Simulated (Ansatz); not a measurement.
We look at the formation energy of MgAl2O4 (spinel, Fd-3m) from the elements. Reaction: Mg (hcp) + 2 Al (fcc) + 2 O2 (gas) → MgAl2O4 (spinel). Negative: the products are lower in energy. The value is per atom of the solid.

MgAl2O4 (spinel, Fd-3m), 14 atoms in the cell. Conventional cell: a = 8.1679 Å, b = 8.1679 Å, c = 8.1679 Å, α = 90.00°, β = 90.00°, γ = 90.00°.

Setting: static, neutral cells in Ansatz (PAW) whose structures rest at the PBE level. Ansatz (a quantum-chemistry and plane-wave program) runs with its PAW set soft_1. Other levels take these structures. HSE06 runs on coarser k-point meshes, mended by the PBE difference between the two meshes. Some cells are metallic or hold partly filled levels, where a hybrid on a coarse mesh is less sure. The lattices are those relaxed with PBE, so at other levels the solids can be strained, which adds to the spread. A dispersion term (D3(BJ), or D4 for r2SCAN) was computed beside these levels and is taken off wherever the name lacks it. Space groups of crystals are read within 0.01 Å.

Measured enthalpy at 298 K, from tabulated formation enthalpies: -3.40 eV/atom (as tabulated in Friedrich and co-workers, 2018, arXiv:1811.08952). It holds thermal and zero-point parts that the computed values lack, which would shift all levels alike, taken here as about 0.04 eV/atom at most.

**Question.** Which of the levels (PBE, LDA, PBEsol, RPBE, r2SCAN, HSE06) reproduces the measured value best, and by how much do the others miss?

**Answer.** 
```tsv
Functional	computed (eV/atom)	computed less measured
LDA	-3.33	0.07
r2SCAN	-3.25	0.15
HSE06	-3.11	0.29
PBEsol	-3.04	0.36
PBE	-2.95	0.45
RPBE	-2.77	0.63
```

LDA comes closest here; RPBE misses by 0.63 eV/atom.
